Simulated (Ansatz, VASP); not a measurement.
One calculation of AlN, two programs

```xyz
2
Lattice="0.0000 2.0488 2.0488 2.0488 0.0000 2.0488 2.0488 2.0488 0.0000" Properties=species:S:1:pos:R:3 pbc="T T T"
Al    0.0000    0.0000    0.0000
N     2.0488    2.0488    2.0488
```

Alike in both runs: task single point; functional PBE; k mesh 14 × 14 × 14; occupations gaussian, width 0.05 eV; no spin polarisation.

```csv
,VASP,Ansatz
version,VASP 6.6.1,Ansatz 0.2.0
potentials or method,"VASP PAW PBE potentials, release 64 (Al, N)","scalar-relativistic, plane waves, PAW"
plane-wave cutoff (eV),520,420
valence electrons in the cell,8,8
```

VASP gave:

```
gap on the k mesh at the Fermi level (eV) : 4.23
least direct gap on the mesh (eV)         : 5.11
pressure (GPa)                            : -5.0
```

Q: Estimate Ansatz's values.

A: gap on the k mesh at the Fermi level (eV): 4.25; least direct gap on the mesh (eV): 5.10; pressure (GPa): -4.8.

The functional is the same, so the differences come from potentials, cutoffs and numerics.

A k mesh can miss the band edges. Expect the measured gap to be larger: semilocal functionals such as PBE lack the derivative discontinuity.
